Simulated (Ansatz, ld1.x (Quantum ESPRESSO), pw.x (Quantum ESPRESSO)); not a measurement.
Equation-of-state test of one ultrasoft potential (bromine (Br))

ld1.x (Quantum ESPRESSO) 7.5 input, shortened:

```
&input
   title='Br', zed=35., rel=1, dft='PBE', iswitch=3,
   config='[Ar] 3d10 4s2 4p5'
 /
 &inputp
   pseudotype=3, tm=.true., lloc=-2, rcloc=1.50,
   nlcc=.false.
 /
4
4S  1  0   2.00   0.00  1.15  1.50  0.0
4S  1  0   0.00   3.20  1.15  1.50  0.0
4P  2  1   5.00   0.00  1.70  1.80  0.0
4P  2  1   0.00   0.75  1.70  1.80  0.0
 &test
   configts(1)='4s2 4p5'
 /
```

Atomic tests: cutoffs needed: 18 Ry and 35 Ry (the cutoffs (Ry, on a coarse ladder) from which the occupation-weighted sum of valence levels, in a spherical-Bessel basis at the reference potential, stays within 10 and 1 mRy of its value at 400 Ry); ghost test: no extra level below or beside the all-electron valence levels (s, p, d, f tested) (spherical-Bessel basis up to 400 Ry, 20 bohr box); largest excitation error: -80 meV (all-electron minus pseudo) for 4s2 4p1, out of 7 test configurations.

Crystal test: bcc Br in pw.x 7.5, no spin, 12³ k-points, Fermi–Dirac smearing 0.01 Ry, cutoffs 45/600 Ry. The lattice is a test structure that the element need not adopt, and mesh and smearing are coarse.

pw.x input:

```
&control
  calculation='scf', prefix='x', pseudo_dir='./', outdir='./tmp', tstress=.true., disk_io='low'
/
&system
  ibrav=0, nat=1, ntyp=1, ecutwfc=45, ecutrho=600, nbnd=11,
  occupations='smearing', smearing='fd', degauss=0.01
/
&electrons
  conv_thr=1e-09, mixing_beta=0.4, electron_maxstep=70
/
ATOMIC_SPECIES
Br 1.0 Br.UPF
CELL_PARAMETERS angstrom
  -1.89706379 1.89706379 1.89706379
  1.89706379 -1.89706379 1.89706379
  1.89706379 1.89706379 -1.89706379
ATOMIC_POSITIONS crystal
Br 0.0000 0.0000 0.0000
K_POINTS automatic
12 12 12 0 0 0
```

```bash
pw.x < Br.scf.in > Br.scf.out
```

Task: How does the run end?

Result: It converges; the pressure is -1.75 GPa against -0.15 GPa from all-electron LAPW. This is a poor potential for the solid. The log shows:

```
Message from routine setup:
     using ibrav=0 with symmetry is DISCOURAGED, use correct ibrav instead
     lattice parameter (alat)  =       6.2093  a.u.
     unit-cell volume          =     184.2903 (a.u.)^3
     number of electrons       =         7.00
     number of Kohn-Sham states=           11
     kinetic-energy cutoff     =      45.0000  Ry
     charge density cutoff     =     600.0000  Ry
     scf convergence threshold =      1.0E-09
     Exchange-correlation= PBE
     number of k points=    72  Fermi-Dirac smearing, width (Ry)=  0.0100
     iteration #  1     ecut=    45.00 Ry     beta= 0.40
     total energy              =     -26.82905309 Ry
     estimated scf accuracy    <       0.00047859 Ry
     iteration #  2     ecut=    45.00 Ry     beta= 0.40
     total energy              =     -26.82909452 Ry
     estimated scf accuracy    <       0.00010987 Ry
     iteration #  3     ecut=    45.00 Ry     beta= 0.40
     total energy              =     -26.82911272 Ry
     estimated scf accuracy    <       0.00000500 Ry
     iteration #  4     ecut=    45.00 Ry     beta= 0.40
     total energy              =     -26.82911339 Ry
     estimated scf accuracy    <       0.00000003 Ry
     iteration #  5     ecut=    45.00 Ry     beta= 0.40
     total energy              =     -26.82911341 Ry
     estimated scf accuracy    <          2.4E-09 Ry
     iteration #  6     ecut=    45.00 Ry     beta= 0.40
     the Fermi energy is     3.6453 ev
!    total energy              =     -26.82911341 Ry
     estimated scf accuracy    <          2.8E-12 Ry
     smearing contrib. (-TS)   =      -0.00793390 Ry
     The total energy is F=E-TS. E is the sum of the following terms:
     one-electron contribution =       0.55653852 Ry
     hartree contribution      =       2.59256849 Ry
     xc contribution           =      -5.09917480 Ry
     ewald contribution        =     -24.87111172 Ry
     convergence has been achieved in   6 iterations
          total   stress  (Ry/bohr**3)                   (kbar)     P=      -17.50
```
